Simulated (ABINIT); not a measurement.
Crystal: Hf.

```xyz
1
Lattice="2.9138 0.0000 0.0000 0.0000 2.9138 0.0000 0.0000 0.0000 2.9138" Properties=species:S:1:pos:R:3 pbc="T T T"
Hf    1.4569    1.4569    1.4569
```

The cell was built by a generator and needn't be a form met in nature.

Base run:

```yaml
Program: ABINIT 10.8.3 (patched build)
Functional: AM05
Potentials_or_basis: JTH PAW PBE v2.0
Cutoff: 626 eV
k_mesh: 9 × 9 × 9
Occupations: fermi-dirac, width 0.05 eV
Spin: no spin polarisation
```

Its results: band gap on the k mesh none (metal or under the smearing width); pressure -4.0 GPa.

Q: The run is repeated on the same cell with these changes: functional from AM05 to PBE. What comes out?

A: Band gap on the k mesh none (metal or under the smearing width); pressure -0.2 GPa.

PBE binds less tightly than AM05, so the same cell stands under more pressure.

Caveats: the PAW data sets were made with another functional, which shifts forces and pressure a little (some runs).

Not every run made on this cell is shown here.
